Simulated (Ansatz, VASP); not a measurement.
# One calculation of PtSe2, two programs

```
CELL_PARAMETERS angstrom
3.76080 0.00000 0.00000
-1.88040 3.25695 0.00000
0.00000 0.00000 4.85873
ATOMIC_POSITIONS crystal
Pt 0.00000 0.00000 0.00000
Se 0.33333 0.66667 0.26118
Se 0.66667 0.33333 0.73882
```

Alike in both runs: functional PBEsol; k mesh 12 × 12 × 8; occupations fermi-dirac, width 0.15 eV; no spin polarisation.

Ansatz relaxed the structure, and its values are those at the end. VASP's run is a single point on that final structure, the one shown.

|  | VASP | Ansatz |
| --- | --- | --- |
| version | VASP 6.6.1 | Ansatz 0.2.0 |
| potentials or method | VASP PAW PBE potentials, release 64 (Pt, Se) | scalar-relativistic, plane waves, PAW |
| plane-wave cutoff (eV) | 520 | 420 |
| valence electrons in the cell | 22 | 50 |

Ansatz gave:

| Item | Value |
| --- | --- |
| gap on the k mesh at the Fermi level (eV) | none |
| pressure (GPa) | 0.0 |
| rms of the force components (eV/Å) | 0.000 |

Problem. What did VASP give for the same quantities?

Solution. gap on the k mesh at the Fermi level (eV): none; pressure (GPa): 0.1; rms of the force components (eV/Å): 0.007.

A gap of «none» marks a metal or a gap that the smearing closes. The two sets of potentials don't hold the same shells in valence.

Caveats: the PAW data sets were made with another functional, which shifts forces and pressure a little (VASP). The runs have no spin-orbit coupling, so splittings on Pt are missing.
